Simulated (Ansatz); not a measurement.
# Gallium, fcc: HSE06 at the PBE geometry

How do the levels change when part of the exchange is made exact, and what does it cost? Spin polarisation is left out. The cell comes from an earlier PBE relaxation. Exact exchange is dear, so the k-mesh is coarse, and PBE is run on the same mesh for comparison.

Program: Ansatz 0.2.0. Level of theory: DFT, plane waves (420 eV) with PBE-made PAW files, scalar-relativistic; functionals as named at each step. These are calculated values, not measurements.

## 1. The starting structure

The structure is cubic, space group Fm-3m (No. 225). The conventional cell has a = 4.234 Å, b = 4.234 Å, c = 4.234 Å, α = 90.00°, β = 90.00°, γ = 90.00°. Ga (site symmetry m-3m) is surrounded by 12 Ga at 2.99 Å.

Coordinates:

```
Ga
1.0
     0.00000    2.11707    2.11707
     2.11707    0.00000    2.11707
     2.11707    2.11707    0.00000
Ga
1
Direct
  0.00000 0.00000 0.00000
```

## 2. PBE on the coarse mesh

The run with PBE.

The input, input.yaml:

```yaml
crystal:
  lattice:
    - [0.0, 2.1170716826, 2.1170716826]
    - [2.1170716826, 0.0, 2.1170716826]
    - [2.1170716826, 2.1170716826, 0.0]
  atoms:
    - { symbol: Ga, position: [0.0, 0.0, 0.0] }
hamiltonian:
  xc: pbe
  pseudopotentials:
    kind: paw
    azcp:
      Ga: "pseudopotentials/Ga.paw.azcp"
basis:
  ecutwfc: 420
  fft_grid_basis: typed
kpoints:
  mp_grid: { grid: [7, 7, 7], shift: [0, 0, 0] }
magnetization:
  spin_polarized: false
scf:
  occupations: { method: fermi_dirac, width: 0.1 }
```

Run with:

```sh
> ansatz run input.yaml --threads 4 --pin off --max-ram 8192MiB --backend cpu --events-out ev --progress --plain --runs-dir out
```

Output, shortened:

```text
Warning: RAYON_NUM_THREADS=4 ignored (pool sized by the plan → 4); use --threads N
[...]
Pseudopotentials: kind: paw
Pseudopotential: Ga, paw, valence charge 13, recommended cutoff 420 eV (normal), <dir>
Functional definition: PBE
[...]
Crystal: 1 atoms, lattice volume = 18.977 Å³
Basis set: ecut = 420 eV, 339 PW (Γ)
Bands: 11, of which v1, the nominal top of the filled ones, is band 7 counted from 1 (6 counted from 0)
Symmetry: 48 space group operations
Space group: Fm-3m (ITA 225), of the structure as read, at distance tolerance 2.7e-5 Å
k-points: 20 of 343
[...]
SCF iter   1: F=—  HF=-3783.007446 eV  |F-HF|=—  |Δ(HF+E_count)|=         —  Δρ=3.33e-3  dr2=7.56e-4  ethr=1.77e-3  ⟨swp⟩=5.0  Hψ=1304  notcnv=0
[...]
SCF iter   6: F=-3783.007276 eV  HF=-3783.007276 eV  |F-HF|=8.20e-10  |Δ(HF+E_count)|=   2.44e-9  Δρ=1.69e-6  dr2=2.66e-10  ethr=1.44e-11  ⟨swp⟩=1.0  Hψ=643  notcnv=0
[...]
SCF converged after 6 iterations
Free energy (F): -3783.007276 eV
[...]
E sigma→0 (E₀):  -3783.000523 eV
Entropy (-TS):   -0.013505 eV (-13.505 meV/atom)
Fermi energy:    9.463404 eV
[...]
```

It took 0.2 s on 4 threads of Arm Neoverse V2, shared host; peak memory 0.24 GiB.

## 3. HSE06 on the coarse mesh

The run with HSE06.

input.yaml, as its differences from that of step 2:

```diff
@@ -8,3 +8,3 @@
 hamiltonian:
-  xc: pbe
+  xc: hse06
   pseudopotentials:
@@ -22 +22,6 @@
   occupations: { method: fermi_dirac, width: 0.1 }
+output:
+  write_density: true
+  write_potential: true
+  elf: true
+  volumetric_format: npy
```

Run with:

```sh
> ansatz run input.yaml --threads 4 --pin off --max-ram 8192MiB --backend cpu --events-out ev --progress --plain --runs-dir out
```

Output, shortened:

```text
Warning: RAYON_NUM_THREADS=4 ignored (pool sized by the plan → 4); use --threads N
[...]
Pseudopotentials: kind: paw
Pseudopotential: Ga, paw, valence charge 13, recommended cutoff 420 eV (normal), <dir>
Functional definition: HSE06
[...]
Crystal: 1 atoms, lattice volume = 18.977 Å³
Basis set: ecut = 420 eV, 339 PW (Γ)
Bands: 11, of which v1, the nominal top of the filled ones, is band 7 counted from 1 (6 counted from 0)
Symmetry: 48 space group operations
Space group: Fm-3m (ITA 225), of the structure as read, at distance tolerance 2.7e-5 Å
k-points: 20 of 343
[...]
SCF iter   1: F=—  HF=-3783.007879 eV  |F-HF|=—  |Δ(HF+E_count)|=         —  Δρ=3.37e-3  dr2=7.87e-4  ethr=1.77e-3  ⟨swp⟩=7.0  Hψ=924  notcnv=0
[...]
Frozen-core exchange: fock
[...]
hybrid outer 1: dexx = +4.739e-3 eV, tail = 1.47e-5 eV
[...]
Frozen-core exchange: fock
[...]
SCF iter   2: F=-3783.404592 eV  HF=-3783.404592 eV  |F-HF|=7.93e-8  |Δ(HF+E_count)|=   3.68e-7  Δρ=1.18e-5  dr2=4.86e-8  ethr=5.86e-10  ⟨swp⟩=4.0  Hψ=638  notcnv=0
[...]
hybrid outer 2: dexx = +1.826e-7 eV, tail = 2.67e-7 eV, Δε = 4.75e-3 eV (about 7.10e-4 eV left of the loop's levels)
hybrid SCF converged: 2 outer / 9 inner (+6 warm-up), last move |dexx| = 1.83e-7 eV, tail = 2.67e-7 eV
Stability not checked: this state was not tested for a lower state beside it, because the functional holds exact exchange (a hybrid, or Hartree-Fock), whose exchange loop this test does not read (fock_operator; see scf.lower_state_search)
Free energy (F): -3783.404592 eV
Frozen-core exchange: fock
[...]
E sigma→0 (E₀):  -3783.399063 eV
Entropy (-TS):   -0.011058 eV (-11.058 meV/atom)
Fermi energy:    9.460570 eV
[...]
--- Band table (eV; the first three rows and the last of 20) ---
  k-point 0: bands = ["-8.2657", "-8.2657", "-8.2657", "-8.1473", "-8.1473", "-2.8097", "22.9262", "22.9262", "22.9262"]
[...]
  guard bands above this table: 2 of the run's 11 bands. The solve was not asked for them (output.publish_guard_bands: true or output.eigenvalues: true publishes all)
```

Run time: 3.1 s. Hardware: 4 threads of Arm Neoverse V2, shared host; peak memory 0.85 GiB.

Axes a, b and c in the maps are those of this run's conventional cell (a, b, c = 4.234, 4.234, 4.234 Å).

Density in a lattice plane of the grid's cell (edges 4.23 and 4.23 Å, at 0.000 of the third edge), which holds Ga.

Ten even steps from ' ' (0.08 e/Å³) to '@' (52.38 e/Å³):
```
**==..                                      ..==
....                                          ..
                                                
                                                
                                                
                                                
                                                
                      ......                    
                    ..==**==..                  
                    ::**@@**::                  
                    ..==**==..                  
                      ......                    
                                                
                                                
                                                
                                                
                                                
....                                          ..
**==..                                      ..==
@@**::                                      ::**
```
Columns run along the first of these edges and rows up along the second, over one cell in 24 and 20 even steps from the bottom left corner. Atoms in the plane (fractional): Ga at (0.00, 0.00), Ga at (0.50, 0.50).

ELF in the same plane.

Values, 12 rows by 12 columns:
```
0.05 0.10 0.25 0.29 0.28 0.18 0.15 0.18 0.28 0.29 0.25 0.11
0.22 0.25 0.28 0.33 0.31 0.28 0.27 0.28 0.31 0.33 0.28 0.25
0.28 0.29 0.33 0.36 0.33 0.29 0.28 0.29 0.33 0.36 0.33 0.29
0.27 0.28 0.31 0.33 0.28 0.25 0.22 0.25 0.28 0.33 0.31 0.28
0.15 0.18 0.28 0.29 0.25 0.10 0.05 0.11 0.25 0.29 0.28 0.18
0.11 0.15 0.27 0.28 0.22 0.05 0.45 0.05 0.22 0.28 0.27 0.15
0.15 0.18 0.28 0.29 0.25 0.11 0.05 0.10 0.25 0.29 0.28 0.18
0.27 0.28 0.31 0.33 0.28 0.25 0.22 0.25 0.28 0.33 0.31 0.28
0.28 0.29 0.33 0.36 0.33 0.29 0.28 0.29 0.33 0.36 0.33 0.29
0.22 0.25 0.28 0.33 0.31 0.28 0.27 0.28 0.31 0.33 0.28 0.25
0.05 0.11 0.25 0.29 0.28 0.18 0.15 0.18 0.28 0.29 0.25 0.10
0.45 0.05 0.22 0.28 0.27 0.15 0.11 0.15 0.27 0.28 0.22 0.05
```
Columns run along the first of these edges and rows up along the second, over one cell in 12 and 12 even steps from the bottom left corner. Atoms in the plane (fractional): Ga at (0.00, 0.00), Ga at (0.50, 0.50).

Both are smooth fields of the valence electrons: close to the nuclei they are not physical.

## 4. Side by side

```
functional               gap on the mesh  Fermi energy (eV)  SCF cycles  exchange loops  CPU time
       PBE  none (levels filled in part)              9.463           6               -    0.42 s
     HSE06  none (levels filled in part)              9.461          15               2     9.2 s
```

## 5. Outcome

| quantity | value |
| --- | --- |
| PBE: gap | none (levels filled in part) |
| HSE06: gap | none (levels filled in part) |
| HSE06: SCF cycles, exchange loops | 15, 2 |
| HSE06: CPU time over that of PBE | 22 |
| HSE06: relative to alpha-Ga (Cmce) | +49 meV/atom |

In words: Both PBE and HSE06 leave levels filled in part. HSE06 cost 22 times the CPU time of PBE. HSE06 needed 2 outer loops of the exchange operator. The dense-mesh value adds +1.8 meV/atom, the change that PBE shows between the coarse mesh and its own dense run (not shown). Under HSE06 it lies 49 meV/atom above alpha-Ga (Cmce) (computed apart in the same way); on such meshes a few tens of meV are uncertain for metals. Absolute energies differ from functional to functional, by eV per atom at times, and say nothing by themselves.
